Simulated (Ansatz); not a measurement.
# Self-trapping of an added hole in LiF (Fm-3m), part 2 of 2

Question: is an added hole in LiF (Fm-3m) a free carrier or a small polaron? The trial puts it on one F atom. The model is a cell of 128 host atoms; several levels of theory are compared, with their cost.

Ansatz 0.2.0; plane-wave PAW DFT, PBE0; relaxation of all atoms of a supercell at fixed charge in a uniform background; PAW set soft_1.

So far. Step 2 (Relaxation with the hole, PBE0): Largest moments: 0.47 μB on F52, 0.47 μB on F20 and 0.00 μB on F116. The sizes of the moments in the atoms' spheres add to about 1.0 μB, shared by 2.2 atoms in effect, 98 % of it within 3.2 Å of the largest: the carrier is localised at or next to the trial site. Step 3 (The states that it is compared with): The hole binds F52 and F20 into a pair, 2.83 Å apart without it and 1.99 Å with it.

In doubt: the hybrid run may have settled on a false gap or state (in some of the runs), so the values of those runs are not to be relied on.

**4. States in the gap, PBE0**

Level of this step: plane-wave PAW DFT, PBE0; single point of a supercell at fixed charge in a uniform background; PAW set soft_1 (Ansatz).

A single point on the relaxed atoms asks for the levels and how far each is spread.

Contents of qp1_M1_trap.hyb/input.yaml:

```yaml
crystal:
  checkpoint: "../qp1_M1_trap.hrelax.run"
  host: checkpoint
total_charge: 1
basis:
  ecutwfc: 420
  xc_grid: 2
hamiltonian:
  xc: pbe0
  pseudopotentials: { kind: paw, azcp: { folder: soft_1 } }
kpoints:
  mp_grid: { grid: [1, 1, 1] }
magnetization:
  spin_polarized: true
  initial_magnetization: 1
  spin_locking: { lock_magnetization: hard }
scf:
  occupations: { method: fixed }
  max_iter: 80
output:
  forces: true
  charged_corrections:
    epsilon: 2.09
    static_epsilon: 9.46
    defect_position: [0.375, 0.625, 0.375]
  eigenvalues: true
  eigenstates: { localisation: true }
  efg: {}
checkpoint:
  read: "../qp1_M1_trap.hrelax.run"
  write: "../qp1_M1_trap.hyb.run"
  compress: false
  write_wavefunctions: true
  write_every: 100000
```

Run with:

```
ansatz run input.yaml --threads 32 --pin off --max-ram 84787MiB --backend cuda --events-out ev --progress --plain --runs-dir out --max-vram 78GiB
```

Numbers of over 12 decimals in the logs are rounded to 6 here.

The log of the run:

```text
[...]
crystal.checkpoint: the structure is that of <dir>, a `relax` run, at its step 13: its result, under pbe0 at a charge of 1 e; 128 atoms read, 1 with a starting moment; crystal.structure_sha256 for this input is
[...]
Crystal: 128 atoms, lattice volume = 1029.067 Å³
Basis set: ecut = 420 eV, 20107 PW (Γ), exchange–correlation on 160×160×160 points (8 copies of the dense FFT grid, shifted against one another)
Bands: 448, of which v1, the nominal top of the filled ones, is band 320 counted from 1 (319 counted from 0)
Symmetry: 1 space group operations
[...]
k-points: 1
[...]
Stability of the state it starts from, as read at its close in the collinear treatment: not read, because the functional holds exact exchange (a hybrid, or Hartree-Fock), whose exchange loop this test does not read (fock_operator); its run was given moments
[...]
Frozen-core exchange: fock
[...]
SCF iter   2: F=-65040.506889 eV  HF=-65040.506889 eV  |Δ(HF+E_count)|=  3.64e-10  Δρ=2.02e-7 (↑1.80e-7 ↓2.02e-7)  dr2=5.66e-10  dr2_m=2.08e-11  M=1.000 μB ∫|m|=1.122 μB sched 1.00e-12)  Hψ=2000
SCF 1 converged in 2 iterations: F = -65040.506889 eV  dr2 = 5.66e-10
[...]
hybrid outer 1: dexx = +1.683e-10 eV, tail = 1.31e-9 eV
[...]
SCF 2 converged in 2 iterations: F = -65040.506889 eV  dr2 = 1.59e-10
[...]
hybrid outer 2: dexx = +1.455e-11 eV, tail = 3.96e-10 eV, first dr2_mag = 5.81e-11 eV (risen), Δε = 1.99e-6 eV (about 5.07e-6 eV left of the loop's levels), ΔF = 2.32e-5 eV/Å (tail 3.07e-4)
[...]
SCF 3 converged in 2 iterations: F = -65040.506889 eV  dr2 = 6.05e-11
[...]
this state was not tested for a lower state beside it, because the functional holds exact exchange (a hybrid, or Hartree-Fock), whose exchange loop this test does not read (fock_operator); [...]
[...]
Magnetization: 1.0000 μB (320.0000 up, 319.0000 down)
Absolute magnetization: 1.1247 μB (∫|ρ↑−ρ↓|, with the PAW one-centre terms)
[...]
Per-site moments (μB) at R_I (Å): [(-1.6625792383898156e-6, 0.816225), (-8.60107692214737e-7, 0.823596), (-7.260401277185357e-6, 0.818631), [... 6 left out ...]
Free energy (F): -65040.506889 eV
[...]
Internal energy: -65040.506889 eV  (E = F + TS)
E sigma→0 (E₀):  -65040.506889 eV
Fermi energy:    -1.032389 (↑ -1.033541, ↓ -1.032389) eV
[...]
--- Forces (eV/Å), atoms counted from 1 ---
  atom   1  Li     0.00069024     0.00252089     0.00076057
  atom   2  F      0.00093057     0.00103895    -0.00097494
  [... 4 atoms left out ...]
  [... 122 more lines of this table ...]
  max |Σ_I F_I| component: 1.39e-5 eV/Å
--- PAW observables at the nuclei: V_zz in 10²¹ V/m², potentials from the cell's mean, atoms counted from 1 ---
  [...]
--- Charged-cell corrections in eV (Makov–Payne, q = +1.000 e, ε = 2.090 of the electrons, 9.460 with the ions) ---
[...]
E_corr1          = +0.985524  (monopole, q²α_M/2εL)
  F Makov-Payne    = n/a  (the rows are of the electrons' constant alone; ansatz place-levels tells what screens the charge)
[...]
--- Band table (eV) ---
[...]
```

It took 16 s on 1 × NVIDIA GB200 with 32 threads of Arm Neoverse V2, shared host; peak memory 2.3 GiB.

States next to the filling edge at the first k-point, on the run's own zero (eigenstates.tsv). The participation number counts the atoms that a state is spread over, of 128; bands count from 0.

```csv
spin,band,energy (eV),occupation,participation,largest share on,share
down,313,-1.131,1.00,30.9,F42,0.06
down,314,-1.128,1.00,30.6,F36,0.06
down,315,-1.118,1.00,34.8,F106,0.04
down,316,-1.042,1.00,55.4,F72,0.03
down,317,-1.034,1.00,56.8,F104,0.03
down,318,-1.032,1.00,60.2,F104,0.03
down,319,2.070,0.00,2.3,F20,0.46
down,320,11.181,0.00,104.2,F20,0.02
down,321,12.269,0.00,67.4,F20,0.05
down,322,12.289,0.00,52.8,F52,0.05
down,323,12.583,0.00,85.4,F26,0.03
up,314,-1.132,1.00,30.7,F42,0.06
up,315,-1.129,1.00,31.0,F36,0.05
up,316,-1.118,1.00,34.8,F106,0.04
up,317,-1.041,1.00,56.5,F72,0.03
up,318,-1.035,1.00,55.7,F104,0.03
up,319,-1.034,1.00,59.8,F104,0.03
up,320,11.151,0.00,96.9,F20,0.03
up,321,12.136,0.00,42.8,F20,0.06
up,322,12.212,0.00,66.9,F52,0.05
up,323,12.580,0.00,84.8,F26,0.03
up,324,12.581,0.00,75.3,Li123,0.03
```

Under PBE0 at the zone centre alone, the highest filled state is spin down, spread over 60 of 128 atoms, and the lowest empty one, 3.10 eV above it, is spin down, spread over 2 of 128 atoms.

The largest moments in the atoms' spheres: F20 0.47, F52 0.47, F84 0.00, F116 0.00, F118 0.00, F18 0.00 μB.

Contact couplings A = (2/3) μ0 ge μB gN μN ρs / (2S h), for each element's most abundant magnetic isotope:

```csv
atom,isotope,distance from the centre (Å),contact spin density (e/Å³),A (MHz)
F52,19F,0.42,0.771,480.9
F20,19F,2.41,0.771,480.7
F50,19F,2.88,-0.0125,-7.8
F44,19F,2.88,-0.0125,-7.8
F28,19F,2.88,-0.0125,-7.8
F22,19F,2.88,-0.0125,-7.8
Li59,7Li,2.20,-0.0179,-4.6
Li53,7Li,2.20,-0.0179,-4.6
F84,19F,2.77,0.00419,2.6
F116,19F,5.61,0.00410,2.6
```

Uncorrected and at zero smearing, the relaxed cell lies 0.69 eV below the carrier in the undistorted cell.

This is not yet the binding energy: the image correction is missing, and with exact exchange at one k-point the spread carrier of the reference is itself shifted by a finite-cell term.

**5. Placing the level against the band edges**

A charged cell interacts with its images and has another zero of potential than the host, so place-levels corrects and aligns it with a run of the defect-free crystal.

Contents of levels.hyb.yaml:

```yaml
host:
  run: host.hyb.run
states: [qp1_M1_trap.hyb.run, q0_ideal.hyb.run]
geometry_from:
  qp1_M1_trap.hyb.run: qp1_M1_trap.hrelax.run
  q0_ideal.hyb.run: q0_ideal.hrelax.run
chemical_potentials: {}
```

Run with:

```
ansatz place-levels levels.hyb.yaml -- --threads 32 --pin off --max-ram 84787MiB --backend cuda --max-vram 78GiB
```

The log of the run:

```text
(+1/0) 0.628 eV above the valence edge, 11.688 eV under the conduction edge
formation energy of charge +1: -0.628 eV with the Fermi level at the valence edge
formation energy of charge 0: -0.000 eV with the Fermi level at the valence edge
  edges by pbe0, gap 12.315 eV; the host is sampled to repeats of 11.33 Å
  the defect's cells are sampled to repeats of 11.33 Å, like sampling
  charge +1: -65040.2992 eV with its correction of +0.208 eV, at epsilon 9.46, aligned at sites: -0.0101 eV, mean over 47 atomic sites at or beyond 5.67 Å from the defect at [0.3750, 0.6250, 0.3750], with -0.000000 for the charge's moments and without [...]
  charge +1: by its spins about the atoms it stands at 0.250 0.625 0.375, with an rms radius of about 1.6 Å (1.2 0.8 0.8 Å across the planes of the cell's vectors)
  charge 0: +0.000 eV for its dipole among its images, +0.000 omitted
  of the host: (host) hybrid's levels can ripple along a path where its exchange mesh is coarse, and an extremum then takes the crest, of which none of its warnings tells: converge the edges in the exchange mesh (kpoints.mp_grid)
  of states[0] (qp1_M1_trap.hyb.run): its only k-point is the zone centre, where a defect's energies can be off by tenths of an eV or more: see "From the zone centre to a mesh" in the quickstart; [...]
  of states[1] (q0_ideal.hyb.run): its only k-point is the zone centre, where a defect's energies can be off by tenths of an eV or more: see "From the zone centre to a mesh" in the quickstart
```

Run time: 0.21 s. Hardware: 32 threads.

Counted from the neutral cell, this state lies 0.63 eV below a free hole at the valence top.

**6. Koopmans check**

With the atoms held, the hole is filled again. If the energy is linear in the filling of the trapped state, its one-particle level equals the difference of the two total energies; the miss tells whether the cure for self-interaction is too weak or too strong.

Contents of vertical.hyb.yaml:

```yaml
host:
  run: host.hyb.run
states: [qp1_M1_trap.hyb.run, q0_ideal.hyb.run]
geometry_from:
  qp1_M1_trap.hyb.run: qp1_M1_trap.hrelax.run
  q0_ideal.hyb.run: q0_ideal.hrelax.run
  qp1_M1_trap.hyb.at_q0.run: qp1_M1_trap.hrelax.run
chemical_potentials: {}
epsilon: 2.09
static_epsilon: 9.46
vertical:
  - { from: qp1_M1_trap.hyb.run, to: qp1_M1_trap.hyb.at_q0.run, alignment: { sites: { defect_position: [0.375, 0.625, 0.375] } } }
```

Run with:

```
ansatz place-levels vertical.hyb.yaml -- --threads 32 --pin off --max-ram 84787MiB --backend cuda --max-vram 78GiB
```

The log of the run:

```text
[...]
(+1/0) 0.628 eV above the valence edge, 11.688 eV under the conduction edge
formation energy of charge +1: -0.628 eV with the Fermi level at the valence edge
formation energy of charge 0: -0.000 eV with the Fermi level at the valence edge
vertical +1 to 0: -8.269 eV against the conduction edge, +4.046 eV against the valence edge
  from vertical[0].from (qp1_M1_trap.hyb.run) to vertical[0].to (qp1_M1_trap.hyb.at_q0.run): correction +0.568 eV (with +0.026 eV of the moments' energy among images, +0.000 omitted), at epsilon 2.09, the first's at 9.46; [...]
  one-particle level at charge +1: +2.698 eV over the valence edge, correction -0.420 eV
  of that level: its mesh has one k-point along a cell vector, or a list of points, so that it can be tenths of an eV off: output.eigenstates.nscf_kmesh removes part of the error, and two divisions an axis in kpoints.mp_grid remove most of it
  one-particle level at charge 0: +5.340 eV over the valence edge, correction +1.556 eV
[...]
edges by pbe0, gap 12.315 eV; the host is sampled to repeats of 11.33 Å
  the defect's cells are sampled to repeats of 11.33 Å, like sampling
[...]
charge +1: by its potential at epsilon 2.09 it stands at 0.250 0.625 0.375, with an rms radius of about 0.9 Å (0.9 0.0 0.0 Å across the planes of the cell's vectors)
  charge 0: +0.000 eV for its dipole among its images, +0.000 omitted
[...]
of vertical[0].from (qp1_M1_trap.hyb.run): its only k-point is the zone centre, where a defect's energies can be off by tenths of an eV or more: see "From the zone centre to a mesh" in the quickstart; [...]
  of vertical[0].to (qp1_M1_trap.hyb.at_q0.run): its only k-point is the zone centre, where a defect's energies can be off by tenths of an eV or more: see "From the zone centre to a mesh" in the quickstart; [...]
```

Elapsed: 0.42 s, on 32 threads.

For the trial state:

```csv
vertical level from total energies (eV),its correction (eV),one-particle level at charge +1 (eV),at charge 0 (eV)
4.05,0.57,2.70,5.34
```

All above the valence top and corrected for the images. The level at charge +1 misses the vertical level by 1.35 eV.

**7. Relaxing again with PBEsol**

The relaxed structure is now handed to a plain semilocal functional and relaxed again, to see what is left without exact exchange or U. The start is the structure of PBE0.

Contents of qp1_M1_trap.semirelax/input.yaml:

```yaml
crystal:
  checkpoint: "../qp1_M1_trap.hrelax.run"
  host: checkpoint
total_charge: 1
basis:
  ecutwfc: 420
  xc_grid: 2
hamiltonian:
  xc: pbesol
  pseudopotentials: { kind: paw, azcp: { folder: soft_1 }, xc_functional: pbe }
kpoints:
  mp_grid: { grid: [1, 1, 1] }
magnetization:
  spin_polarized: true
  initial_magnetization: 1
  spin_locking: { lock_magnetization: hard }
scf:
  occupations: { method: fermi_dirac, width: 0.01 }
  max_iter: 80
output:
  forces: true
  charged_corrections:
    epsilon: 2.09
    static_epsilon: 9.46
    defect_position: [0.375, 0.625, 0.375]
relax:
  f_tol: 0.02
  max_steps: 60
  escape_saddle: false
checkpoint:
  read: "../qp1_M1_trap.hrelax.run"
  write: "../qp1_M1_trap.semirelax.run"
  compress: false
  write_wavefunctions: true
  write_every: 100000
```

Run with:

```
ansatz run input.yaml --threads 32 --pin off --max-ram 84787MiB --backend cuda --events-out ev --progress --plain --runs-dir out --max-vram 78GiB
```

Run time: 6.2 s. Hardware: 1 × NVIDIA GB200 with 32 threads; peak memory 1.7 GiB.

The relaxation took 6 steps and gained 0.74 eV.

From the single point at the end of this step. The sizes of the moments in the atoms' spheres add to about 1.0 μB, shared by more than 30 atoms in effect: the carrier has spread out.

No level is given here: the program refused to align this charged cell with the host.

**8. All levels of theory side by side**

```csv
level of theory,atoms,gap (eV),atoms that share the moment,localised,energy against the free hole (eV),Koopmans miss (eV),time for the trial state
PBE0 †,relaxed,12.32,2.2,yes,-0.63,-1.35,3.2 min
PBEsol,relaxed,-,more than 30,no,-,-,9.4 s
```

† Here the hybrid relaxation or its single point carries a warning about the state that it reached (a narrow gap in its semilocal warm-up or between frontier levels), so a lower state with the carrier may exist.

**9. What came out**

| Property | Result |
| --- | --- |
| carrier localised (PBEsol) | no |
| state found, lowest state in doubt (PBE0) | localised |

**Reading.** With PBE0 the hole is localised, shared by F52 and F20, and lies 0.63 eV below the free carrier: a stable small polaron at this level. The hybrid relaxation or its single point carries a warning about the state that it reached (a narrow gap in its semilocal warm-up or between frontier levels), so a lower state with the carrier may exist; the numbers describe the state found. The hole binds F52 and F20 into a pair, 2.83 Å apart without it and 1.99 Å with it (PBE0). The answer hangs on the method: localised after relaxing with PBE0, spread with PBEsol. Semilocal functionals favour spread carriers, so their answer alone decides nothing. PBE0, the one setting checked, misses the Koopmans condition by 1.35 eV, in the direction of too weak a cure for self-interaction, so trapping is likely understated there. A relaxation step took 13 s with PBE0 and 1 s with PBEsol. The point with the carrier in the undistorted cell ran without the search for lower states. One trial site was relaxed, so another site or form can lie lower. Keep in mind: sampling at the zone centre alone can move energies of charged and open-shell states by tenths of an eV or more in cells of this size.

[Logs are printed without paths, hosts, clocks, repeated set-up lines and the standing remarks that a program may print on its own settings, such as how far it seeks lower states.]

[Hosts, paths, dates, database ids (printed as entryN), source tags and the programs' standing remarks are cut or masked in the printed files.]

[For some hosts the program warned that the k-mesh of the response run may be too coarse for force constants and the static dielectric constant; such warnings are not shown here.]
